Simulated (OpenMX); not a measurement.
The system is Al.

```
Al
1.0
    -1.59122    1.59122    1.59122
     1.59122   -1.59122    1.59122
     1.59122    1.59122   -1.59122
Al
1
Direct
  0.00000 0.00000 0.00000
```

This isn't the form of Al at room conditions, which is fcc.

* Program: OpenMX 3.8.5
* Task: single point
* Functional: PBE
* Potentials or basis: OpenMX 2013 PBE set, Al7.0-s2p2d1, grid cutoff 260 Ry
* k mesh: 13 × 13 × 13
* Occupations: fermi-dirac, width 0.05 eV
* Spin: no spin polarisation

On this cell: pressure 2.5 GPa; band gap on the k mesh none (metal or under the smearing width).

The same run follows on a disturbed copy (cell strained at random at fixed volume):

```
Al
1.0
    -1.69895    1.56431    1.60080
     1.63095   -1.58291    1.55140
     1.66037    1.54432   -1.61940
Al
1
Direct
  0.99931 0.01239 0.00585
```

Question: What does the disturbed cell give?

Answer: The energy (extrapolated to zero smearing) moves by +6.2 meV/atom; pressure 2.9 GPa; band gap on the k mesh none (metal or under the smearing width).

Caveats: the basis of atomic orbitals isn't converged, which shifts pressures, moduli and gaps.
